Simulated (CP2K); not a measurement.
Crystal: TaN.

```
Ta N
1.0
     3.52301    0.00000    0.00000
     1.76150    3.05102    0.00000
     1.76150    1.01701    2.87653
Ta N
1 1
Direct
  0.00000 0.00000 0.00000
  0.25000 0.25000 0.25000
```

The cell comes from a database or a generator and needn't be the stable form of this composition.

Base run:

```yaml
Program: CP2K 2026.2
Functional: PBE
Potentials_or_basis: POTENTIAL_UZH Ta GTH-PBE-q13, N GTH-PBE-q5; TZVP-MOLOPT-PBE-GTH basis
Density_cutoff: 9184 eV
k_mesh: 9 × 9 × 9
Occupations: fermi-dirac, width 0.05 eV
Spin: no spin polarisation
```

Its results: band gap on the k mesh none (metal or under the smearing width); pressure -27.3 GPa.

Q: After a change of settings the same cell gave: band gap on the k mesh none (metal or under the smearing width); pressure -26.0 GPa. Which change was it?
A. functional from PBE to BLYP
B. functional from PBE to TASK
C. functional from PBE to OLYP

A: B.

Caveats: the basis of atomic orbitals isn't converged, which shifts pressures, moduli and gaps; the potentials were made for another functional, which shifts forces and pressure (some runs).

Not every run made on this cell is shown here.
